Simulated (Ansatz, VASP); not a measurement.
## Two plane-wave programs on AgCl

```xyz
2
Lattice="0.0000 2.8056 2.8056 2.8056 0.0000 2.8056 2.8056 2.8056 0.0000" Properties=species:S:1:pos:R:3 pbc="T T T"
Ag    0.0000    0.0000    0.0000
Cl    2.8056    2.8056    2.8056
```

Alike in both runs: functional PBE; k mesh 8 × 8 × 8; occupations gaussian, width 0.02 eV; no spin polarisation.

Ansatz relaxed the structure, and its values are those at the end. VASP's run is a single point on that final structure, the one shown.

|  | VASP | Ansatz |
| --- | --- | --- |
| version | VASP 6.6.1 | Ansatz 0.2.0 |
| potentials or method | VASP PAW PBE potentials, release 64 (Ag, Cl) | scalar-relativistic, plane waves, PAW |
| plane-wave cutoff (eV) | 520 | 420 |
| valence electrons in the cell | 18 | 26 |

|  | VASP | Ansatz | Ansatz less VASP |
| --- | --- | --- | --- |
| gap on the k mesh at the Fermi level (eV) | 0.92 | 0.92 | +0.003 |
| least direct gap on the mesh (eV) | 3.08 | 3.08 | +0.002 |
| pressure (GPa) | -0.1 | 0.0 | +0.13 |

With one functional, cell and mesh, what is left measures potentials, basis and numerics. The two sets of potentials don't hold the same shells in valence.

A k mesh can miss the band edges.
